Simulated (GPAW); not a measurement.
Crystal: GaCuSe2.

```
Se Ga Cu
1.0
    -2.80955    2.80955    5.51300
     2.80955   -2.80955    5.51300
     2.80955    2.80955   -5.51300
Se Ga Cu
4 2 2
Direct
  0.12562 0.62500 0.00062
  0.87500 0.87438 0.49938
  0.62438 0.12500 0.99938
  0.37500 0.37562 0.50062
  0.25000 0.75000 0.50000
  0.50000 0.50000 0.00000
  0.75000 0.25000 0.50000
  0.00000 0.00000 0.00000
```

Base run:

```yaml
Program: GPAW 26.7.0
Functional: PBE
Potentials_or_basis: GPAW PAW data sets (gpaw-data 1.2.1)
Cutoff: 450 eV
Basis: pw
k_mesh: 5 × 5 × 5
Occupations: fermi-dirac, width 0.001 eV
Spin: no spin polarisation
Hubbard_terms: Cu d U = 8.0 eV
```

Its results: band gap on the k mesh 0.93 eV, direct; electronic dielectric tensor (diagonal) 9.55, 9.55, 10.48.

**Question.** The run is repeated on the same cell with these changes: hubbard terms from Cu d U = 8.0 eV to none. What comes out?

**Answer.** Band gap on the k mesh 0.26 eV, direct; electronic dielectric tensor (diagonal) 37.86, 37.86, 97.20.

The U term pushes filled and empty states of the shell apart.

Caveats: the long-wavelength limit can be off by several per cent where d states take part; response on these states lacks terms of the Hamiltonian (some runs); the gap is small at this level, which inflates the dielectric constant (some runs).

A k mesh can miss the band edges.
